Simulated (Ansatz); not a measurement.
The system is MgO2.

```
Mg O
1.0
     4.82861    0.00000    0.00000
     0.00000    4.82861    0.00000
     0.00000    0.00000    4.82861
Mg O
4 8
Direct
  0.00000 0.00000 0.00000
  0.50000 0.00000 0.50000
  0.50000 0.50000 0.00000
  0.00000 0.50000 0.50000
  0.58942 0.91058 0.08942
  0.91058 0.08942 0.58942
  0.08942 0.58942 0.91058
  0.41058 0.41058 0.41058
  0.58942 0.58942 0.58942
  0.91058 0.41058 0.08942
  0.08942 0.91058 0.41058
  0.41058 0.08942 0.91058
```

The cell is a database's computed one.

A run of Ansatz 0.2.0 on this cell left the log below. Logs are shortened: lines on timing, memory, paths and dates and some standing lists are left out, and cuts for length are marked.

```text
Warning: RAYON_NUM_THREADS=4 ignored (pool sized by the plan → 4); use --threads N
Engine: ansatz 0.2.0, aarch64-unknown-linux-gnu
Pseudopotentials: kind: paw
Pseudopotential: Mg, paw, valence charge 10, recommended cutoff 420 eV (normal), Mg.paw.azcp
Pseudopotential: O, paw, valence charge 6, recommended cutoff 420 eV (normal), O.paw.azcp
Functional definition: BLYP
  parameter beta = 0.0042
  parameter a = 0.04918
  parameter b = 0.132
  parameter c = 0.2533
  parameter d = 0.349
  exchange = b88_x(beta = beta)
  correlation = lyp_c(a = a, b = b, c = c, d = d)
Crystal: 12 atoms, lattice volume = 112.582 Å³
Basis set: ecut = 420 eV, 2205 PW (Γ), exchange–correlation on 72×72×72 points (8 copies of the dense FFT grid, shifted against one another)
Bands: 56, of which v1, the nominal top of the filled ones, is band 44 counted from 1 (43 counted from 0)
Symmetry: 24 space group operations
Space group: Pa-3 (ITA 205), of the structure as read, at distance tolerance 4.8e-5 Å
k-points: 24 of 216
Non-local potential: Mg, projectors of the file, l = 0: 3, l = 1: 2, l = 2: 1
Non-local potential: O, projectors of the file, l = 0: 2, l = 1: 2, l = 2: 1
PAW form: soft (Blöchl's): semilocal exchange-correlation on the pseudo side does not see the compensation charge
PAW frozen core: Mg, regenerated for the run's functional, and the local potential with it (the file was generated under x = pbe(κ = 0.804, μ = 0.2195149727645171), c = pbe(β = 0.06672455060314922))
PAW frozen core: O, regenerated for the run's functional, and the local potential with it (the file was generated under x = pbe(κ = 0.804, μ = 0.2195149727645171), c = pbe(β = 0.06672455060314922))
PAW one-centre angular grid: Mg, 110 points (default); XC on 64 Gauss nodes
PAW one-centre angular grid: O, 110 points (default); XC on 64 Gauss nodes
Initial density: superposition of atomic densities (neutral atoms: chi_scale 0, normalization atom), corrected by the library's trained network
Initial wavefunctions: pseudopotential atomic-orbital guess
Functional: x = b88, c = lyp
SCF iter   1: F=—  HF=-12263.852972 eV  |F-HF|=—  |Δ(HF+E_count)|=         —  Δρ=1.29e-2  dr2=8.41e-2  ethr=1.77e-3  ⟨swp⟩=6.0  Hψ=5464  notcnv=0  defer=9
preconditioner: auto → Resta (q_TF=auto, 2.619 Å⁻¹)  ε∞=3.7  [insulator: Δε(μ)=4.109 eV  Ē_g=16.019 eV  σ=0.050 eV  W_gap=1.00  n_scr=32 (ndim 8)  ℏωp=26.2 eV  f_vac=0.000  D(μ)=0.00/eV (n_scr^D=0)  ε∞_Penn≈3.7]
SCF iter   2: F=—  HF=-12263.829239 eV  |F-HF|=—  |Δ(HF+E_count)|=   2.37e-2  Δρ=3.84e-3  dr2=6.06e-3  ethr=9.55e-5  ⟨swp⟩=2.0  Hψ=2060  notcnv=0  defer=189
SCF iter   3: F=—  HF=-12263.829876 eV  |F-HF|=—  |Δ(HF+E_count)|=   6.37e-4  Δρ=8.57e-4  dr2=3.29e-4  ethr=6.89e-6  ⟨swp⟩=2.0  Hψ=1922  notcnv=0  defer=189
[... 109 lines left out ...]
  E_band       = -1357.316538
  E_kinetic    = 1705.579543
  E_local      = -8204.073037  (includes V_loc(G=0)·N_el)
  E_nonlocal   = 757.823074
  E_hartree    = 2837.758446
  E_xc         = -700.230368
  E_vxc        = -892.933116  (∫ρ·V_xc dr)
  E_paw        = -2469.103958  (= ΣΔE_a)
  E_vpaw       = -399.249628  (= ΣTr[D̂ρ^β])
  E_aug_tail   = 0.019734  (compensation charges beyond the density's cutoff)
  E_ewald      = -6191.817336
  E_core_change = 0.030996  (= ΣΔE_core)
  E_smearing   = -0.000000  (= −TS)
  E_closure    = -0.000000  (closes the sum)
  Σ components = -12264.012904   (vs F -12264.012904, Δ=0.00e0)
--- Forces (eV/Å), atoms counted from 1 ---
  atom   1  Mg    -0.00000000     0.00000000     0.00000000
  atom   2  Mg    -0.00000000     0.00000000     0.00000000
  atom   3  Mg     0.00000000     0.00000000     0.00000000
  atom   4  Mg    -0.00000000    -0.00000000     0.00000000
  atom   5  O     -0.00008257     0.00008257    -0.00008257
  atom   6  O      0.00008257    -0.00008257    -0.00008257
  atom   7  O     -0.00008257    -0.00008257     0.00008257
  atom   8  O      0.00008257     0.00008257     0.00008257
  atom   9  O     -0.00008257    -0.00008257    -0.00008257
  atom  10  O      0.00008257     0.00008257    -0.00008257
  atom  11  O     -0.00008257     0.00008257     0.00008257
  atom  12  O      0.00008257    -0.00008257     0.00008257
  max |Σ_I F_I| component: 3.74e-18 eV/Å
--- Stress (GPa, compression-positive) ---
        0.022781       0.000000       0.000000
        0.000000       0.022781      -0.000000
        0.000000      -0.000000       0.022781
  P = ⅓ Tr σ = 0.0228 GPa (0.228 kbar)
--- Relaxed structure (6 steps of the walk, 6 accepted, 2 SCFs on fresh bases) ---
  F+E_penalty+E_count = -12264.01290423 eV   max|allowed force component| = 8.257e-5 eV/Å   (the final SCF, on the basis selected at the relaxed cell)
  cell:  # Å, volume = 119.5502 Å³
    - [4.9262532378380115, -8.004646331359449e-34, 9.62964972193618e-35]
    - [-8.004646331359449e-34, 4.9262532378380115, -6.681911775230489e-52]
    - [3.5308715647099323e-34, 0.0, 4.9262532378380115]
  atoms:
    - { symbol: Mg, position: [2.8067125370428436e-21, 3.5083906713014006e-22, -9.355708456807768e-22] }
    - { symbol: Mg, position: [0.5, 3.5083906713019136e-22, 0.5] }
    - { symbol: Mg, position: [0.5, 0.5, -9.355708456808306e-22] }
    - { symbol: Mg, position: [2.806712537042525e-21, 0.5, 0.5] }
    - { symbol: O, position: [0.5893336712413558, 0.9106663287586442, 0.08933367124135576] }
    - { symbol: O, position: [0.9106663287586442, 0.08933367124135576, 0.5893336712413558] }
    - { symbol: O, position: [0.08933367124135576, 0.5893336712413558, 0.9106663287586442] }
    - { symbol: O, position: [0.4106663287586443, 0.4106663287586443, 0.4106663287586443] }
    - { symbol: O, position: [0.5893336712413558, 0.5893336712413558, 0.5893336712413558] }
    - { symbol: O, position: [0.9106663287586442, 0.4106663287586443, 0.08933367124135576] }
    - { symbol: O, position: [0.08933367124135576, 0.9106663287586442, 0.4106663287586443] }
    - { symbol: O, position: [0.4106663287586443, 0.08933367124135576, 0.9106663287586442] }
```

Q: Write the input and the command behind it.

A: Relaxation of cell and atoms with BLYP, no spin polarisation. The files as run (others can give the same):

input.yaml
```yaml
crystal:
  lattice:
    - [4.82861247, 0.0, 0.0]
    - [0.0, 4.82861247, 0.0]
    - [0.0, 0.0, 4.82861247]
  atoms:
    - { symbol: Mg, position: [0.0, 0.0, 0.0] }
    - { symbol: Mg, position: [0.5, 0.0, 0.5] }
    - { symbol: Mg, position: [0.5, 0.5, 0.0] }
    - { symbol: Mg, position: [0.0, 0.5, 0.5] }
    - { symbol: O, position: [0.58942444, 0.91057556, 0.08942444] }
    - { symbol: O, position: [0.91057556, 0.08942444, 0.58942444] }
    - { symbol: O, position: [0.08942444, 0.58942444, 0.91057556] }
    - { symbol: O, position: [0.41057556, 0.41057556, 0.41057556] }
    - { symbol: O, position: [0.58942444, 0.58942444, 0.58942444] }
    - { symbol: O, position: [0.91057556, 0.41057556, 0.08942444] }
    - { symbol: O, position: [0.08942444, 0.91057556, 0.41057556] }
    - { symbol: O, position: [0.41057556, 0.08942444, 0.91057556] }
hamiltonian:
  xc: blyp
  pseudopotentials: { kind: paw }
kpoints:
  mp_grid: { grid: [6, 6, 6] }
scf:
  occupations: { method: fermi_dirac, width: 0.05 }
output:
  forces: true
  stress: true
relax:
  f_tol: 0.01
  max_steps: 40
  cell: { stress_tol: 0.05 }
```

Potentials or basis: Ansatz PAW.
Run with:
```bash
$ ansatz run input.yaml --threads 4 --pin off --max-ram 11264MiB --backend cpu --events-out ev --progress --plain --runs-dir out
```

Caveat: the plane-wave basis is chosen anew once the cell has moved, so the energies of steps on either side of that aren't comparable; the pressure holds a Pulay correction of +1.0 GPa for the finite cutoff; the PAW data sets come from PBE, with cores solved anew for the run's functional, which leaves a small shift of forces and pressure.
